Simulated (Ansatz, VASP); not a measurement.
AlIn3As4: VASP beside Ansatz

File INCAR:

```
SYSTEM = AlIn3As4
PREC = Accurate
ENCUT = 520
EDIFF = 1E-6
ISMEAR = 0
SIGMA = 0.1
LREAL = .FALSE.
LASPH = .TRUE.
NELM = 80
ALGO = Normal
ISIF = 2
LWAVE = .FALSE.
LCHARG = .FALSE.
GGA = PE
NBANDS = 41
```

Contents of KPOINTS:

```
Automatic mesh
0
G
  4 4 4
  0 0 0
```

POSCAR

```
AlIn3As4
1.0
   -2.8624136000      2.8624136000      5.7248272000
    2.8624136000     -2.8624136000      5.7248272000
    2.8624136000      2.8624136000     -5.7248272000
Al In As
1 3 4
Direct
    0.5000000000      0.5000000000      0.0000000000
    0.7500000000      0.2500000000      0.5000000000
    0.2500000000      0.7500000000      0.5000000000
    0.0000000000      0.0000000000      0.0000000000
    0.8750000000      0.3750000000      0.0000000000
    0.3750000000      0.8750000000      0.0000000000
    0.1250000000      0.1250000000      0.5000000000
    0.6250000000      0.6250000000      0.5000000000
```

Input for Ansatz:

```yaml
crystal:
  lattice:
    - [-2.8624136, 2.8624136, 5.7248272]
    - [2.8624136, -2.8624136, 5.7248272]
    - [2.8624136, 2.8624136, -5.7248272]
  atoms:
    - { symbol: Al, position: [0.5, 0.5, 0.0] }
    - { symbol: In, position: [0.75, 0.25, 0.5] }
    - { symbol: In, position: [0.25, 0.75, 0.5] }
    - { symbol: In, position: [0.0, 0.0, 0.0] }
    - { symbol: As, position: [0.875, 0.375, 0.0] }
    - { symbol: As, position: [0.375, 0.875, 0.0] }
    - { symbol: As, position: [0.125, 0.125, 0.5] }
    - { symbol: As, position: [0.625, 0.625, 0.5] }
basis:
  ecutwfc: 420
kpoints:
  mp_grid: { grid: [4, 4, 4] }
hamiltonian:
  xc: pbe
scf:
  occupations: { method: gaussian, width: 0.1 }
  lower_state_search: "off"
output:
  forces: true
  stress: true
  eigenvalues: true
```

Alike in both runs: task single point; functional PBE; k mesh 4 × 4 × 4; occupations gaussian, width 0.1 eV; no spin polarisation.

```csv
,VASP,Ansatz
version,VASP 6.6.1,Ansatz 0.2.0
potentials or method,"VASP PAW PBE potentials, release 64 (Al, In_d, As)","scalar-relativistic, plane waves, PAW"
plane-wave cutoff (eV),520,420
valence electrons in the cell,62,102
```

```csv
,VASP,Ansatz,Ansatz less VASP
gap on the k mesh at the Fermi level (eV),0.95,0.94,-0.007
least direct gap on the mesh (eV),0.95,0.94,-0.007
pressure (GPa),14.7,14.5,-0.16
rms of the force components (eV/Å),0.669,0.670,+0.0001
```

Atom by atom the forces differ by 0.000 eV/Å (rms over components). The two sets of potentials don't hold the same shells in valence.

Caveats: spin-orbit coupling is left out, which moves the levels of the heavy elements; forces of over 1 eV/Å show positions far from the minimum, so gaps and moduli don't describe the material at rest. A k mesh can miss the band edges.
